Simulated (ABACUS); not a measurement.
# SnTe (Fm-3m) in ABACUS: further runs

The runs below take SnTe through single point, relaxation of cell and atoms, with HLE16, PBE.

All numbers are computed with ABACUS 3.10.1; they aren't measurements. Logs are shortened: lines on timing, memory, paths and dates and some standing lists are left out, and cuts for length are marked.

**Experimental background.**

A printed reference work, textbook reports, for a bulk crystal of SnTe at 300 K: band gap 0.18 eV (direct).

How close the calculation comes is told below.

## Step 1: Starting point

It takes space group Fm-3m (No. 225, cubic). Conventional cell: a = 6.302 Å, b = 6.302 Å, c = 6.302 Å, α = 90.00°, β = 90.00°, γ = 90.00°. Te (site symmetry m-3m) is surrounded by 6 Sn at 3.15 Å. Sn (site symmetry m-3m) has 6 Te at 3.15 Å as nearest neighbours.

## Step 2: Single point, HLE16

INPUT

```
INPUT_PARAMETERS
suffix              SnTe
calculation         scf
basis_type          pw
pseudo_dir          ./
symmetry            1
dft_functional      GGA_XC_HLE16
ecutwfc             40
pseudo_rcut         10
nspin               1
nbands              20
ks_solver           dav
smearing_method     fd
smearing_sigma      0.00367493
scf_thr             1e-08
scf_nmax            100
mixing_type         broyden
mixing_beta         0.7
cal_force           1
cal_stress          1
ecutrho             320
out_chg             1
kpar                4
```

STRU

```
ATOMIC_SPECIES
Te 127.6000 te_pbe_v1.uspp.F.UPF
Sn 118.7100 sn_pbe_v1.4.uspp.F.UPF

LATTICE_CONSTANT
1.8897261246

LATTICE_VECTORS
0.0000000000 3.1508500000 3.1508500000
3.1508500000 0.0000000000 3.1508500000
3.1508500000 3.1508500000 0.0000000000

ATOMIC_POSITIONS
Cartesian

Te
0.0
1
3.1508500000 3.1508500000 3.1508500000 1 1 1

Sn
0.0
1
0.0000000000 0.0000000000 0.0000000000 1 1 1
```

KPT

```
K_POINTS
0
Gamma
6 6 6 0 0 0
```

Potentials or basis: GBRV ultrasoft 1.5 PBE, plane waves.

Command:

```sh
$ OMP_NUM_THREADS=1 mpirun -np 4 abacus > log
```

running log:

```text
ABACUS v3.10.1

               Atomic-orbital Based Ab-initio Computation at UStc

 ------------------------------------------------------------------------------------

 READING GENERAL INFORMATION
                           global_out_dir = OUT.SnTe/
                           global_in_card = INPUT
                               pseudo_dir = ./
                              orbital_dir =
                                    DSIZE = 4
                                    GSIZE = 1
[... 5 lines left out ...]

 READING ATOM TYPE 1
                               atom label = Te
                      L=0, number of zeta = 1
                      L=1, number of zeta = 1
                      L=2, number of zeta = 1
             number of atom for this type = 1

 READING ATOM TYPE 2
                               atom label = Sn
                      L=0, number of zeta = 1
                      L=1, number of zeta = 1
                      L=2, number of zeta = 1
             number of atom for this type = 1

                        TOTAL ATOM NUMBER = 2
CARTESIAN COORDINATES ( UNIT =       1.889726124600 Bohr ).
    atom                   x                   y                   z     mag                  vx                  vy                  vz
tauc_Te1            3.1508500000        3.1508500000        3.1508500000  0.0000        0.0000000000        0.0000000000        0.0000000000
tauc_Sn1            0.0000000000        0.0000000000        0.0000000000  0.0000        0.0000000000        0.0000000000        0.0000000000

                          Volume (Bohr^3) = 422.192
                             Volume (A^3) = 62.5623

 Lattice vectors: (Cartesian coordinate: in unit of a_0)
                   +0            +3.15085            +3.15085
             +3.15085                  +0            +3.15085
             +3.15085            +3.15085                  +0
 Reciprocal vectors: (Cartesian coordinate: in unit of 2 pi/a_0)
            -0.158687           +0.158687           +0.158687
            +0.158687           -0.158687           +0.158687
            +0.158687           +0.158687           -0.158687
 The esolver type has been set to : ksdft_pw

                PAO radial cut off (Bohr) = 10

 Read in pseudopotential file is te_pbe_v1.uspp.F.UPF
                     pseudopotential type = US
          exchange-correlation functional = PBE
                 nonlocal core correction = 1
                        valence electrons = 6
                                     lmax = 2
                           number of zeta = 2
                     number of projectors = 5
                           L of projector = 0
                           L of projector = 0
                           L of projector = 1
                           L of projector = 1
                           L of projector = 2
 XC functional updated to : GGA_XC_HLE16
          exchange-correlation functional = GGA_XC_HLE16
                PAO radial cut off (Bohr) = 10

 Read in pseudopotential file is sn_pbe_v1.4.uspp.F.UPF
                     pseudopotential type = US
          exchange-correlation functional = PBE
                 nonlocal core correction = 1
                        valence electrons = 14
                                     lmax = 2
                           number of zeta = 3
                     number of projectors = 6
                           L of projector = 0
                           L of projector = 0
                           L of projector = 1
                           L of projector = 1
                           L of projector = 2
                           L of projector = 2
 XC functional updated to : GGA_XC_HLE16
          exchange-correlation functional = GGA_XC_HLE16
     initial pseudo atomic orbital number = 13

 SETUP THE ELECTRONS NUMBER
            electron number of element Te = 6
      total electron number of element Te = 6
            electron number of element Sn = 14
      total electron number of element Sn = 14
            AUTOSET number of electrons:  = 20
                           occupied bands = 10
                                   NBANDS = 20
                                   NLOCAL = 18

%%%%%%%%%%%%%%%%%%%%%%%%%%%%%%%%%%%%%%%%%%%%%%%%%%%%%%%%%%%%%%%%%%%%%%%%%%%%%%%%%%%%%%%%%%%%%%%%%%%%%%%%%%
 Warning: the number of valence electrons in pseudopotential > 4 for Sn: [Kr] 4d10 5s2 5p2
 Pseudopotentials with additional electrons can yield (more) accurate outcomes, but may be less efficient.
 If you're confident that your chosen pseudopotential is appropriate, you can safely ignore this warning.
%%%%%%%%%%%%%%%%%%%%%%%%%%%%%%%%%%%%%%%%%%%%%%%%%%%%%%%%%%%%%%%%%%%%%%%%%%%%%%%%%%%%%%%%%%%%%%%%%%%%%%%%%%

 SETUP THE PLANE WAVE BASIS
 energy cutoff for charge/potential (unit:Ry) = 160
            fft grid for charge/potential = [ 36, 36, 36 ]
                        fft grid division = [ 1, 1, 1 ]
        big fft grid for charge/potential = [ 48, 48, 48 ]
                                     nbxx = 110592
                                     nrxx = 46656

 SETUP PLANE WAVES FOR CHARGE/POTENTIAL
                    number of plane waves = 14331
                         number of sticks = 769

 PARALLEL PW FOR CHARGE/POTENTIAL
     PROC   COLUMNS(POT)             PW
        1            769          14331
 --------------- sum -------------------
        1            769          14331
                            number of |g| = 193
                                  max |g| = 14.3787
                                  min |g| = 0

 energy cutoff for dense charge/potential (unit:Ry) = 320
      fft grid for dense charge/potential = [ 48, 48, 48 ]
                                     nrxx = 110592

 SETUP PLANE WAVES FOR dense CHARGE/POTENTIAL
                    number of plane waves = 40821
                         number of sticks = 1555

 PARALLEL PW FOR dense CHARGE/POTENTIAL
     PROC   COLUMNS(POT)             PW
        1           1555          40821
 --------------- sum -------------------
        1           1555          40821
                            number of |g| = 385
                                  max |g| = 28.8834
                                  min |g| = 0

----------- Double Check Mixing Parameters Begin ------------
mixing_type: broyden
mixing_beta: 0.7
mixing_gg0: 1
mixing_gg0_min: 0.1
mixing_ndim: 8
----------- Double Check Mixing Parameters End ------------

 LATTICE VECTORS: (CARTESIAN COORDINATE: IN UNIT OF A0)
                   +0            +3.15085            +3.15085
             +3.15085                  +0            +3.15085
             +3.15085            +3.15085                  +0
                       right hand lattice = 1
                                   NORM_A = 4.45597
                                   NORM_B = 4.45597
                                   NORM_C = 4.45597
                           ALPHA (DEGREE) = 60
                           BETA  (DEGREE) = 60
                           GAMMA (DEGREE) = 60

 The lattice vectors have been changed (STRU_SIMPLE.cif)

(for optimal symmetric configuration:)
                             BRAVAIS TYPE = 3
                     BRAVAIS LATTICE NAME = 03. Cubic F (face-centered)
                                    ibrav = 3
                                    IBRAV = 3
                                  BRAVAIS = FACE CENTERED CUBIC
                       LATTICE CONSTANT A = 6.3017
Original cell was already a primitive cell.
                        ROTATION MATRICES = 48
              PURE POINT GROUP OPERATIONS = 48
                   SPACE GROUP OPERATIONS = 48
                              POINT GROUP = O_h
               POINT GROUP IN SPACE GROUP = O_h

 SETUP K-POINTS
                                    nspin = 1
                   Input type of k points = Monkhorst-Pack(Gamma)
                                   nkstot = 216
                       right hand lattice = 1
(for reciprocal lattice: )
                             BRAVAIS TYPE = 2
                     BRAVAIS LATTICE NAME = 02. Cubic I (body-centered)
                                    ibrav = 2
                       right hand lattice = 1
(for k-lattice: )
                             BRAVAIS TYPE = 2
                     BRAVAIS LATTICE NAME = 02. Cubic I (body-centered)
                                    ibrav = 2
                       right hand lattice = 1
                        ROTATION MATRICES = 48
                               nkstot_ibz = 16
K-POINTS REDUCTION ACCORDING TO SYMMETRY
     IBZ    DIRECT_X    DIRECT_Y    DIRECT_Z  WEIGHT  ibz2bz
       1  0.00000000  0.00000000  0.00000000  0.0046       0
       2  0.16666667  0.16666667  0.16666667  0.0370       1
       3  0.33333333  0.33333333  0.33333333  0.0370       2
       4  0.50000000  0.50000000  0.50000000  0.0185       3
       5  0.16666667  0.16666667  0.00000000  0.0278       7
       6  0.33333333  0.33333333  0.16666667  0.1111       8
[... 8 lines left out ...]
      15  0.50000000  0.33333333 -0.33333333  0.1111      52
      16  0.50000000  0.33333333 -0.16666667  0.0556      58

                               nkstot now = 16
[... K-POINTS DIRECT COORDINATES: 16 rows ...]

           k-point number in this process = 4
       minimum distributed K point number = 4
[... stars of the k points ...]

[... K-POINTS CARTESIAN COORDINATES: 4 rows ...]

[... K-POINTS DIRECT COORDINATES: 4 rows ...]

 SETUP PLANE WAVES FOR WAVE FUNCTIONS
     energy cutoff for wavefunc (unit:Ry) = 40
              fft grid for wave functions = [ 36, 36, 36 ]
                    number of plane waves = 2229
                         number of sticks = 223

 PARALLEL PW FOR WAVE FUNCTIONS
     PROC   COLUMNS(POT)             PW
        1            223           2229
 --------------- sum -------------------
        1            223           2229

 SETUP NONLOCAL PSEUDOPOTENTIALS IN PLANE WAVE BASIS
 Te non-local projectors:
 projector 1 L=0
 projector 2 L=0
 projector 3 L=1
 projector 4 L=1
 projector 5 L=2
 Sn non-local projectors:
 projector 1 L=0
 projector 2 L=0
 projector 3 L=1
 projector 4 L=1
 projector 5 L=2
 projector 6 L=2
      TOTAL NUMBER OF NONLOCAL PROJECTORS = 31

 Init Non-Local PseudoPotential table :
 Init Non-Local-Pseudopotential done.

                                     npwx = 1820

 Make real space PAO into reciprocal space.
       max mesh points in Pseudopotential = 771
     dq(describe PAO in reciprocal space) = 0.01
                                    max q = 763

 number of pseudo atomic orbitals for Te is 2
WARNING: norm of atomic wavefunction # 2 of atomic type Te is 0.999973, renormalized

 number of pseudo atomic orbitals for Sn is 3
WARNING: norm of atomic wavefunction # 3 of atomic type Sn is 0.999978, renormalized

 -------------------------------------------
 SELF-CONSISTENT
 -------------------------------------------
                                 init_chg = atomic

 PW ALGORITHM --------------- ION=   1  ELEC=   1--------------------------------

 Density error is 0.338397656395
                          Error Threshold = 0.01
----------------------------------------------------------
     Energy           Rydberg                 eV
----------------------------------------------------------
 E_KohnSham     -199.7614747754      -2717.8942978288
 E_Harris       -205.2335875880      -2792.3462121783
 E_Fermi        0.4861880905         6.6149283306
----------------------------------------------------------
[... 75 lines left out ...]
 Density error is 8.62955127752e-10
                          Error Threshold = 1.29727723146e-10
----------------------------------------------------------
     Energy           Rydberg                 eV
----------------------------------------------------------
 E_KohnSham     -199.8581258864      -2719.2093036561
 E_KS(sigma->0) -199.8581150293      -2719.2091559377
 E_Harris       -199.8579409801      -2719.2067878775
 E_band         -13.6458254697       -185.6609803015
 E_one_elec     -72.8184974902       -990.7464856651
 E_Hartree      50.0117263240        680.4444448227
 E_xc           -72.3559914946       -984.4537687658
 E_Ewald        -104.6953415114      -1424.4531986110
 E_entropy(-TS) -0.0000217142        -0.0002954369
 E_descf        0.0000000000         0.0000000000
 E_exx          0.0000000000         0.0000000000
 E_Fermi        0.4719672746         6.4214442047
----------------------------------------------------------

 charge density convergence is achieved
 final etot is -2719.2093037 eV
 EFERMI = 6.4214442047 eV

 STATE ENERGY(eV) AND OCCUPATIONS    NSPIN == 1
 1/4 kpoint (Cartesian) = 0.0000 0.0000 0.0000 (1807 pws)
       1       -19.2971     0.00925926
       2       -19.2971     0.00925926
       3       -19.2971     0.00925926
       4       -19.2892     0.00925926
       5       -19.2892     0.00925926
       6       -6.72419     0.00925926
[... 12 lines left out ...]
      19        15.0539    9.69035e-78
      20        15.2594    1.58924e-79
[... 50 lines left out ...]
       5       -19.2892      0.0370370
       6       -5.61704      0.0370370
[... 12 lines left out ...]
      19        16.6838        0.00000
      20        20.9289        0.00000

------------------------------------------------------------------------------------------
 TOTAL-FORCE (eV/Angstrom)
------------------------------------------------------------------------------------------
                       Te1         0.0000000000         0.0000000000         0.0000000000
                       Sn1         0.0000000000         0.0000000000         0.0000000000
------------------------------------------------------------------------------------------

----------------------------------------------------------------
 TOTAL-STRESS (KBAR)
----------------------------------------------------------------
       -48.6866433803         0.0000000000         0.0000000000
         0.0000000000       -48.6866433803        -0.0000000000
         0.0000000000        -0.0000000000       -48.6866433803
----------------------------------------------------------------
 TOTAL-PRESSURE: -48.686643 KBAR

 --------------------------------------------
 !FINAL_ETOT_IS -2719.2093036560836481 eV
 --------------------------------------------
```

It took 17 s on 4 MPI ranks of Intel Xeon Platinum 8488C (Sapphire Rapids), shared host; peak memory 0.84 GiB.

What came out:

```yaml
Free_energy: -2719.2093 eV
Pressure: -4.9 GPa
Band_gap_on_the_k_mesh: 0.44 eV, direct
```

Levels at points of the mesh, in eV from the valence-band top:
```
           k point  band 6  band 7  band 8  band 9  band 10  band 11  band 12  band 13  band 14  band 15
(0.00, 0.00, 0.00)  -12.93   -5.08   -2.23   -2.23    -2.23     3.50     3.50     3.50     5.35     5.35
(0.50, 0.50, 0.50)  -11.83   -8.30   -1.91   -1.91     0.00     0.44     0.53     0.53     8.89     9.39
(0.50, 0.50, 0.00)  -11.60   -6.69   -5.24   -3.64    -3.64     3.15     4.86     4.86     6.18     9.02
```

Caveat: the potentials were made for a functional far from this one; the potentials were made for another functional, which shifts forces and pressure; spin-orbit coupling is left out, which moves the levels of the heavy elements. A k mesh can miss the band edges.

[end of part 1 of 2]
